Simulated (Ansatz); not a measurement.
Reactions of C3H8BNO, SMILES `C=C(O)B(C)N`.

Calculated with Ansatz (gas phase, PBE0-D4/def2-TZVP geometries, no zero-point term in ΔE). CCSD(T)/CBS adds triple-zeta CCSD(T) − MP2 to the extrapolated MP2 energy (def2 sets, frozen cores). This one scheme is used for every species. Double bonds are as drawn, so ΔE can hold a change between cis and trans. DFT in def2-TZVPP. B3LYP here is the variant with VWN-RPA as its local correlation; programs differ in this. def2 core potentials past Kr. For Br, Sn, Te outer-core shells are correlated without core-valence functions, which leaves a few kJ/mol of doubt a bond. Scalar relativity is left out up to krypton. Each species was taken in one conformer, which may not be the lowest.

```tsv
reaction	CCSD(T)/CBS(def2) (kJ/mol)
`C=C(O)B(C)N` → `C=C(N)B(C)O`	-26
`C=C(O)B(C)N` + `[F][Al]([F])[O][SiH3]` → `CB(N)O[SiH3]` + `C=[C](O)[Al]([F])[F]`	45
`C=C(O)B(C)N` + `SC[TeH]` → `CB(N)[TeH]` + `C=C(O)CS`	-59
`C=C(O)B(C)N` + `CCC=O` → `CB(C)N` + `C=C(O)CC=O`	-10
`C=C(O)B(C)N` → `BCO/C=N/C`	270
`C=C(O)B(C)N` + `BBr` → `CB(N)Br` + `BC(=C)O`	?
`C=C(O)B(C)N` + `N[SiH3]` → `CB(N)N` + `C=C(O)[SiH3]`	-19
`C=C(O)B(C)N` + CH₃SH → `C=C(O)SC` + `CBN`	?
`C=C(O)B(C)N` + `[OH][SnH2][AlH2]` → `CB(N)O` + `C=[C](O)[SnH2][AlH2]`	?
`C=C(O)B(C)N` → `C/N=C(\C)BO`	48
```

Task: Fill in the missing values. (An estimate is asked.)

Result: Computed: `C=C(O)B(C)N` + `BBr` → `CB(N)Br` + `BC(=C)O`: -14.7 kJ/mol; `C=C(O)B(C)N` + CH₃SH → `C=C(O)SC` + `CBN`: +39.5 kJ/mol; `C=C(O)B(C)N` + `[OH][SnH2][AlH2]` → `CB(N)O` + `C=[C](O)[SnH2][AlH2]`: -93.0 kJ/mol.

Largest T1 diagnostic: 0.015, for `C=[C](O)[SnH2][AlH2]`.
